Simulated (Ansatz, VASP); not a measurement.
# SiGe2: VASP beside Ansatz, part 2 of 2

Aim: how closely do two programs agree when they are given the same cell, functional and k mesh? The cell is generated by rule, not measured, and may not be a known phase. The cell is taken from a series of runs on this material, whose earlier steps may have relaxed, scaled, displaced or heated it; both programs get it as it stands.

VASP 6.6.1 and Ansatz 0.2.0.

So far: Set-up; Ansatz: relaxation of cell and atoms, r2SCAN.

## (3) VASP: relaxation of cell and atoms, r2SCAN

Level of this step: r2SCAN; plane waves and PAW (Si, Ge_d); invented cell (VASP).

The same cell, functional, mesh and smearing now go to VASP, with its own data sets.

Lines of VASP's logs that name or quote its potential files are left out, and so is its time.

INCAR

```
SYSTEM = SiGe2
PREC = Accurate
ENCUT = 550
EDIFF = 1E-07
NELM = 120
ISMEAR = 0
SIGMA = 0.1
LREAL = .FALSE.
ALGO = Normal
METAGGA = R2SCAN
LASPH = .TRUE.
NBANDS = 39
LORBIT = 11
LWAVE = .FALSE.
LCHARG = .FALSE.
ISIF = 3
IBRION = 2
NSW = 80
EDIFFG = -0.005
GGA_COMPAT = .FALSE.
NELMIN = 4
LMIXTAU = .TRUE.
KPAR = 2
```

POSCAR

```
SiGe2
1.0
    5.2875750000      0.0000000000      0.0000000000
    0.0000000000      5.2875750000      0.0000000000
    0.0000000000      0.0000000000      5.2875750000
Si Ge
2 4
Direct
    0.0000000000      0.0000000000      0.0000000000
    0.5000000946      0.5000000946      0.5000000946
    0.2500000473      0.2500000473      0.2500000473
    0.7499999527      0.7499999527      0.2500000473
    0.7499999527      0.2500000473      0.7499999527
    0.2500000473      0.7499999527      0.7499999527
```

KPOINTS

```
Automatic mesh
0
Gamma
8 8 8
0 0 0
```

PAW data sets: Si and Ge_d (PBE family, release 64).

Run with:

```sh
> mpirun -np 2 vasp_std
```

Numbers of over 12 decimals in the logs are rounded to 6 here.

The program printed:

```text
[banner, memory and clock lines left out]
running    2 mpi-ranks, on    1 nodes
 distrk:  each k-point on    1 cores,    2 groups
 distr:  one band on    1 cores,    1 groups

 POSCAR found type information on POSCAR SiGe
 POSCAR found :  2 types and       6 ions
|                                                                             |
|               ----> ADVICE to this user running VASP <----                  |
|                                                                             |
|     You enforced a specific xc type in the INCAR file but a different       |
|     [... a line on the potential file left out ...]
|     I HOPE YOU KNOW WHAT YOU ARE DOING!                                     |
|                                                                             |

 LDA part: xc-table for (None), standard interpolation
 POSCAR, INCAR and KPOINTS ok, starting setup
 FFT: planning ... GRIDC
 FFT: planning ... GRID_SOFT
 FFT: planning ... GRID
 WAVECAR not read
 entering main loop
       N       E                     dE             d eps       ncg     rms          rms(c)
DAV:   1     0.613397349493E+03    0.61340E+03   -0.32788E+04  3287   0.397E+03
DAV:   2     0.431377458274E+02   -0.57026E+03   -0.55169E+03  2730   0.100E+03
DAV:   3    -0.667243583624E+02   -0.10986E+03   -0.10660E+03  3139   0.227E+02
DAV:   4    -0.736433859287E+02   -0.69190E+01   -0.68693E+01  3159   0.658E+01
DAV:   5    -0.738461040912E+02   -0.20272E+00   -0.20259E+00  3128   0.122E+01    0.740E+00
DAV:   6    -0.691209369939E+02    0.47252E+01   -0.11459E+00  3130   0.128E+01    0.450E+00
DAV:   7    -0.644348404266E+02    0.46861E+01   -0.11757E+00  2989   0.815E+00    0.138E+00
DAV:   8    -0.664901386962E+02   -0.20553E+01   -0.11883E+00  2898   0.584E+00    0.476E-01
DAV:   9    -0.666762827198E+02   -0.18614E+00   -0.33225E-01  2759   0.271E+00    0.403E-01
DAV:  10    -0.668121902232E+02   -0.13591E+00   -0.59738E-02  3244   0.163E+00    0.221E-01
DAV:  11    -0.666384217797E+02    0.17377E+00   -0.11417E-01  2777   0.212E+00    0.695E-02
DAV:  12    -0.667301430605E+02   -0.91721E-01   -0.15508E-01  2730   0.193E+00    0.102E-01
DAV:  13    -0.667326298742E+02   -0.24868E-02   -0.50910E-03  2968   0.417E-01    0.757E-02
DAV:  14    -0.667441564865E+02   -0.11527E-01   -0.67761E-03  2787   0.523E-01    0.366E-02
DAV:  15    -0.667439803226E+02    0.17616E-03   -0.54060E-04  3079   0.188E-01    0.212E-02
DAV:  16    -0.667447726102E+02   -0.79229E-03   -0.18773E-04  2926   0.115E-01    0.121E-02
DAV:  17    -0.667452090875E+02   -0.43648E-03   -0.27350E-04  3001   0.795E-02    0.671E-03
DAV:  18    -0.667452305346E+02   -0.21447E-04   -0.21677E-05  3161   0.378E-02    0.361E-03
DAV:  19    -0.667451918222E+02    0.38712E-04   -0.25060E-05  2933   0.332E-02    0.332E-03
DAV:  20    -0.667452145849E+02   -0.22763E-04   -0.57462E-06  2835   0.160E-02    0.254E-03
DAV:  21    -0.667452294481E+02   -0.14863E-04   -0.12784E-05  2856   0.172E-02    0.529E-04
DAV:  22    -0.667452302156E+02   -0.76751E-06   -0.69105E-07  2445   0.472E-03    0.282E-04
DAV:  23    -0.667452302884E+02   -0.72743E-07   -0.31992E-08  1876   0.145E-03
   1 F= -.66745230E+02 E0= -.66735142E+02  d E =-.667452E+02
 curvature:   0.00 expect dE= 0.000E+00 dE for cont linesearch  0.000E+00
 trial: gam= 0.00000 g(F)=  0.111E-39 g(S)=  0.227E-04 ort = 0.000E+00 (trialstep = 0.100E+01)
 search vector abs. value=  0.227E-04
 bond charge predicted
       N       E                     dE             d eps       ncg     rms          rms(c)
DAV:   1    -0.667455699991E+02   -0.33978E-03   -0.49739E-03  3452   0.951E-01    0.106E-01
DAV:   2    -0.667453227688E+02    0.24723E-03   -0.34696E-04  3604   0.250E-01    0.551E-02
DAV:   3    -0.667452203098E+02    0.10246E-03   -0.19398E-04  3675   0.156E-01    0.113E-02
DAV:   4    -0.667452264797E+02   -0.61699E-05   -0.42635E-05  2910   0.566E-02    0.586E-03
DAV:   5    -0.667452316519E+02   -0.51722E-05   -0.51374E-06  2814   0.157E-02    0.249E-03
DAV:   6    -0.667452332676E+02   -0.16157E-05   -0.10947E-06  2481   0.845E-03    0.144E-03
DAV:   7    -0.667452344846E+02   -0.12170E-05   -0.11209E-06  2247   0.850E-03    0.321E-04
DAV:   8    -0.667452346403E+02   -0.15565E-06   -0.27512E-07  2261   0.375E-03    0.286E-04
DAV:   9    -0.667452348479E+02   -0.20762E-06   -0.12831E-07  2090   0.276E-03    0.954E-05
DAV:  10    -0.667452349887E+02   -0.14084E-06   -0.20077E-08  1533   0.113E-03    0.398E-05
DAV:  11    -0.667452349765E+02    0.12209E-07   -0.17444E-09  1491   0.355E-04
   2 F= -.66745235E+02 E0= -.66735140E+02  d E =-.468814E-05
 trial-energy change:   -0.000005  1 .order   -0.000009   -0.000023    0.000004
 step:   0.5995(harm=  0.8476)  dis= 0.00000  next Energy=   -66.745236 (dE=-0.580E-05)
 reached required accuracy - stopping structural energy minimisation
```

From OUTCAR (step 3):

```text
ion  position               nearest neighbor table
   1  0.000  0.000  0.000-   3 2.29   4 2.29   5 2.29   6 2.29
   2  0.500  0.500  0.500-   4 2.29   5 2.29   6 2.29   3 2.29
   3  0.250  0.250  0.250-   1 2.29   2 2.29
   4  0.750  0.750  0.250-   2 2.29   1 2.29
   5  0.750  0.250  0.750-   2 2.29   1 2.29
   6  0.250  0.750  0.750-   2 2.29   1 2.29

  LATTYP: Found a simple cubic cell.
 ALAT       =     5.2875750000

 Subroutine GETGRP returns: Found 48 space group operations
 (whereof 24 operations were pure point group operations)

The static configuration has the point symmetry T_d .
 The point group associated with its full space group is O_h .

 Found     35 irreducible k-points:

   k-points           NKPTS =     35   k-points in BZ     NKDIM =     35   number of bands    NBANDS=     39

   dimension x,y,z NGX =    40 NGY =   40 NGZ =   40
   dimension x,y,z NGXF=    80 NGYF=   80 NGZF=   80

   ENCUT  =  550.0 eV  40.42 Ry    6.36 a.u.  10.11 10.11 10.11*2*pi/ulx,y,z

   NELECT =      64.0000    total number of electrons

 k-points in reciprocal lattice and weights: Automatic mesh
   0.00000000  0.00000000  0.00000000       0.002
   0.12500000  0.00000000  0.00000000       0.012
   0.25000000  0.00000000  0.00000000       0.012
   0.37500000  0.00000000  0.00000000       0.012
   0.50000000  0.00000000  0.00000000       0.006
   0.12500000  0.12500000  0.00000000       0.023
   0.25000000  0.12500000  0.00000000       0.047
   0.37500000  0.12500000  0.00000000       0.047
   0.50000000  0.12500000  0.00000000       0.023
[...]
0.50000000  0.50000000  0.37500000       0.012
   0.50000000  0.50000000  0.50000000       0.002

 average (electrostatic) potential at core
       1 -89.1632       2 -89.1632       3 -80.4364       4 -80.4364       5 -80.4364
       6 -80.4364

 E-fermi :   4.1504

 k-point     1 :       0.0000    0.0000    0.0000
  band No.  band energies     occupation
    ...
     27       0.2645      2.00000
     28       0.2646      2.00000
     29       1.2299      2.00000
     30       1.2299      2.00000
     31       2.5191      2.00000
     32       5.1348      0.00000
     33       5.1348      0.00000
     34       5.1348      0.00000
     35       5.7808      0.00000
     36       5.7808      0.00000
    ...

 k-point     2 :       0.1250    0.0000    0.0000
  band No.  band energies     occupation
    ...
     27       0.2367      2.00000
     28       0.2367      2.00000
     29       1.3138      2.00000
     30       1.4223      2.00000
     31       2.9933      2.00000
     32       4.7107      0.00000
     33       4.7107      0.00000
     34       4.7743      0.00000
     35       5.8626      0.00000
     36       6.0391      0.00000
    ...

 k-point     3 :       0.2500    0.0000    0.0000
  band No.  band energies     occupation
    ...
     28       0.1634      2.00000
     29       1.5639      2.00000
     30       1.9537      2.00000
     31       3.8938      1.99972
     32       4.0260      1.92158
     33       4.3545      0.00389
     34       4.3545      0.00389
     35       5.5279      0.00000
     36       5.5967      0.00000
     37       5.5968      0.00000
    ...

  Total       -0.0055122     -0.0055122     -0.0055122      0.0000000      0.0000000     -0.0000000
  in kB       -0.0596955     -0.0596955     -0.0596955      0.0000000      0.0000000     -0.0000000
  external PRESSURE =      -0.0596955 kB  Pullay stress =       0.0000000 kB

  energy-cutoff  :      550.00
  volume of cell :      147.94
      direct lattice vectors                 reciprocal lattice vectors
     5.288877911  0.000000000 -0.000000000     0.189076023 -0.000000000 -0.000000000
     0.000000000  5.288877911  0.000000000    -0.000000000  0.189076023 -0.000000000
     0.000000000  0.000000000  5.288877911     0.000000000 -0.000000000  0.189076023

 POSITION                                       TOTAL-FORCE (eV/Angst)
 -----------------------------------------------------------------------------------
      0.00000      5.28888      0.00000        -0.000000      0.000000     -0.000000
      2.64444      2.64444      2.64444        -0.000000      0.000000     -0.000000
      1.32222      1.32222      1.32222         0.000000     -0.000000     -0.000000
      3.96666      3.96666      1.32222         0.000000     -0.000000      0.000000
      3.96666      1.32222      3.96666        -0.000000      0.000000      0.000000
      1.32222      3.96666      3.96666        -0.000000      0.000000     -0.000000
 -----------------------------------------------------------------------------------
    total drift:                                0.000007      0.000007      0.000007

  FREE ENERGIE OF THE ION-ELECTRON SYSTEM (eV)
  ---------------------------------------------------
  free  energy   TOTEN  =       -66.7452349765 eV

  energy  without entropy=      -66.7250456947  energy(sigma->0) =      -66.73514034

 reached required accuracy - stopping structural energy minimisation

 total charge
# of ion       s       p       d       tot
------------------------------------------
    1        0.782   0.875   0.000   1.657
    2        0.782   0.875   0.000   1.657
    3        1.183   1.119   9.995  12.297
    4        1.183   1.119   9.995  12.297
    5        1.183   1.119   9.995  12.297
    6        1.183   1.119   9.995  12.297
--------------------------------------------------
tot          6.297   6.228  39.979  52.504

[... 3 further parts left out ...]
```

CONTCAR:

```
SiGe2
   1.00000000000000
     5.2888779111682647    0.0000000000000000   -0.0000000000000000
     0.0000000000000000    5.2888779111682647    0.0000000000000000
     0.0000000000000000    0.0000000000000000    5.2888779111682647
  Si              Ge
     2     4
Direct
     0.0000000000000000    1.0000000000000000    0.0000000000000000
     0.5000000945999972    0.5000000945999972    0.5000000945999972
     0.2500000472999986    0.2500000472999986    0.2500000472999986
     0.7499999527000014    0.7499999527000014    0.2500000472999986
     0.7499999527000014    0.2500000472999986    0.7499999527000014
     0.2500000472999986    0.7499999527000014    0.7499999527000014
```

The run keeps the 48 symmetry operations of its start, so it cannot find a distortion of lower symmetry.

## (4) Comparison

Known differences besides the potentials themselves: VASP keeps PBE cores, Ansatz makes them for the functional; the cutoff is 500 eV in Ansatz and 550 eV in VASP; Ansatz adds a Pulay correction to the stress that steers its cell, VASP none. Total energies have different zeros and are not compared.

Both answers:

| quantity | Ansatz | VASP | difference |
| --- | --- | --- | --- |
| volume (Å³) | 147.83 | 147.94 | -0.07 % |
| edge a after relaxation, in the typed setting (Å) | 5.288 | 5.289 | -0.02 % |

## (5) Results

| Quantity | Value |
| --- | --- |
| difference in volume (relaxation of cell and atoms, r2SCAN) | -0.074 % |

In words: The difference in volume is -0.074 % (relaxation of cell and atoms, r2SCAN), within the 1.2 % picked in this series as the mark of a large difference, as far as the stopping tolerances let one tell. 1 further run of this series is not shown here. Such differences can come from data sets, numerical settings and the points named under the comparisons, not from the functional's error against experiment.

[Lines on the potential files, build, host, timing and source positions are cut from VASP's logs without a mark.]

[Logs are printed without paths, hosts, clocks, repeated set-up lines and the standing remarks that a program may print on its own settings, such as how far it seeks lower states.]

[Hosts, paths, dates, database ids (printed as entryN), source tags and the programs' standing remarks are cut or masked in the printed files.]
